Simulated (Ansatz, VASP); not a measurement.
## ZnS: VASP beside Ansatz

File INCAR:

```
SYSTEM = ZnS
PREC = Accurate
ENCUT = 520
EDIFF = 1E-8
ISMEAR = -1
SIGMA = 0.01
LREAL = .FALSE.
LASPH = .TRUE.
NELM = 80
ALGO = Normal
ISIF = 2
LWAVE = .FALSE.
LCHARG = .FALSE.
GGA = PE
LEFG = .TRUE.
NBANDS = 16
```

Contents of KPOINTS:

```
regular mesh
0
G
  9 9 9
  0 0 0
```

Contents of POSCAR:

```
ZnS
1.0
    0.0000000000      2.7225621114      2.7225621114
    2.7225621114      0.0000000000      2.7225621114
    2.7225621114      2.7225621114      0.0000000000
Zn S
1 1
Direct
    0.0000000000      0.0000000000      0.0000000000
    0.7500000000      0.7500000000      0.7500000000
```

Input for Ansatz:

```yaml
crystal:
  lattice:
    - [0.0, 2.7225621114, 2.7225621114]
    - [2.7225621114, 0.0, 2.7225621114]
    - [2.7225621114, 2.7225621114, 0.0]
  atoms:
    - { symbol: Zn, position: [0.0, 0.0, 0.0] }
    - { symbol: S, position: [0.75, 0.75, 0.75] }
kpoints:
  mp_grid: { grid: [9, 9, 9] }
scf:
  occupations: { method: fermi_dirac, width: 0.01 }
hamiltonian:
  xc: pbe
  pseudopotentials: { kind: paw }
output:
  forces: true
  stress: true
  eigenvalues: true
  efg: { contact_densities: true }
```

Change from the starting cell: volume scaled by 1.02, PAW files.

Alike in both runs: task electric field gradients; functional PBE; k mesh 9 × 9 × 9; occupations fermi-dirac, width 0.01 eV; no spin polarisation.

|  | VASP | Ansatz |
| --- | --- | --- |
| version | VASP 6.6.1 | Ansatz 0.2.0 |
| potentials or method | VASP PAW PBE potentials, release 64 (Zn, S) | PAW with Ansatz's default frozen-core files, scalar-relativistic |
| plane-wave cutoff (eV) | 520 | 420 |
| valence electrons in the cell | 18 | 18 |

Ansatz gave:

```
gap on the k mesh at the Fermi level (eV)                      : 2.01
pressure (GPa)                                                 : -0.1
Vzz of the field gradient on the site that differs most (V/Å²) : 0.0
```

Task: What did VASP give for the same quantities?

Result: gap on the k mesh at the Fermi level (eV): 2.02; pressure (GPa): 0.1; Vzz of the field gradient on the site that differs most (V/Å²): 0.0.
